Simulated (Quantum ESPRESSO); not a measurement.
## Ni under changes of volume

One of the cells (10.492 Å³/atom); the others are scaled copies at fixed shape and fractional positions:

```
CELL_PARAMETERS angstrom
0.00000 1.73757 1.73757
1.73757 0.00000 1.73757
1.73757 1.73757 0.00000
ATOMIC_POSITIONS crystal
Ni 0.00000 0.00000 0.00000
```

```yaml
Program: Quantum ESPRESSO 7.5
Functional: PBE
Dispersion: D3(BJ)
Potentials_or_basis: PseudoDojo 0.4.1 SR PBE standard
Cutoff: 1333 eV
Density_cutoff: 5333 eV
k_mesh: 13 × 13 × 13
Occupations: fermi-dirac, width 0.05 eV
Spin: collinear spin, ferromagnetic start
Starting_moments: "[1.0] μB"
```

| volume (Å³/atom) | energy over the lowest point (meV/atom) | pressure (GPa) |
| --- | --- | --- |
| 9.862 | 39.19 | 18.7 |
| 10.072 | ? | ? |
| 10.282 | 6.12 | 7.2 |
| 10.492 | 0.07 | 2.3 |
| 10.702 | 0.00 | -2.0 |
| 10.912 | 5.21 | -5.8 |
| 11.122 | 15.11 | -9.1 |

**Question.** What does the run at 10.072 Å³/atom give?

**Answer.** Energy over the lowest point 18.88 meV/atom; pressure 12.6 GPa.

Worked out: A Birch-Murnaghan fit of order 3 (a polynomial in V^(-2/3)) to the other rows has its minimum at 10.60 Å³/atom with B0 = V·E''(V) = 216 GPa and B' = 5.0. It gives 18.87 meV/atom at 10.072 Å³/atom, against the run's 18.88, and -dE/dV = 12.5 GPa, against 12.6.

Energies are extrapolated to zero smearing.

Caveats: pairwise dispersion overbinds metals, which lowers pressure and volume.
